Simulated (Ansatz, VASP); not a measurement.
**Two plane-wave programs on SnO2**

INCAR

```
SYSTEM = SnO2
PREC     = Accurate       ! precision mode
ENCUT    = 520            ! plane-wave cutoff, eV
EDIFF    = 1E-7           ! SCF threshold, eV
ISMEAR   = 1              ! smearing method
SIGMA    = 0.02           ! smearing width, eV
LREAL    = .FALSE.        ! projectors in reciprocal space
LASPH    = .TRUE.         ! aspherical terms in the spheres
NELM     = 80             ! most SCF steps
ALGO     = Normal         ! electronic algorithm
ISIF     = 2              ! what is computed and relaxed
LWAVE    = .FALSE.        ! write WAVECAR
LCHARG   = .TRUE.         ! write CHGCAR
GGA      = PS             ! functional
LELF     = .TRUE.         ! ELF
LVHAR    = .TRUE.       
NBANDS   = 20             ! bands
```

The input KPOINTS:

```
Automatic mesh
0
G
  8 8 8
  0 0 0
```

The input POSCAR:

```
SnO2
1.0
    1.6565498395      0.9564094906      4.9177261137
   -1.6565498395      0.9564094906      4.9177261137
    0.0000000000     -1.9128189812      4.9177261137
Sn O
1 2
Direct
    0.5000000000      0.5000000000      0.5000000000
    0.2371700000      0.2371700000      0.2371700000
    0.7628300000      0.7628300000      0.7628300000
```

Input for Ansatz:

```yaml
crystal:
  lattice:
    - [1.6565498394720781, 0.9564094905795141, 4.917726113681625]
    - [-1.6565498394720781, 0.9564094905795141, 4.917726113681625]
    - [0.0, -1.9128189811590282, 4.917726113681625]
  atoms:
    - { symbol: Sn, position: [0.5, 0.5, 0.5] }
    - { symbol: O, position: [0.23717, 0.23717, 0.23717] }
    - { symbol: O, position: [0.76283, 0.76283, 0.76283] }
basis:
  ecutwfc: 500.0
kpoints:
  mp_grid:
    grid: [8, 8, 8]
hamiltonian:
  xc: pbesol
scf:
  convergence:
    dr2_threshold: 1.0e-09
  occupations:
    method: cold
    width: 0.02
output:
  stress: true
```

Measurements of this composition are mostly on another form, of space group No. 136.

Alike in both runs: task single point; functional PBEsol; k mesh 8 × 8 × 8; no spin polarisation.

|  | VASP | Ansatz |
| --- | --- | --- |
| version | VASP 6.6.1 | Ansatz 0.2.0 |
| potentials or method | VASP PAW PBE potentials, release 64 (Sn_d, O) | plane waves, PAW |
| plane-wave cutoff (eV) | 520 | 500 |
| occupations | methfessel-paxton of order 1, width 0.02 eV | cold, width 0.02 eV |
| valence electrons in the cell | 26 | 26 |

VASP gave:

| Item | Value |
| --- | --- |
| pressure (GPa) | -12.7 |
| largest component of the traceless stress (GPa) | 4.42 |

**Question.** Estimate Ansatz's values.

**Answer.** Pressure (GPa): -13.1; largest component of the traceless stress (GPa): 4.73.

Ansatz warned: «stress_scf_threshold_loose».

Caveats: the PAW data sets were made with another functional, which shifts forces and pressure a little (VASP); spin-orbit coupling is left out, which moves the levels of the heavy elements. PBEsol gaps usually lie below the measured ones, often by a third to a half. A k mesh can miss the band edges.
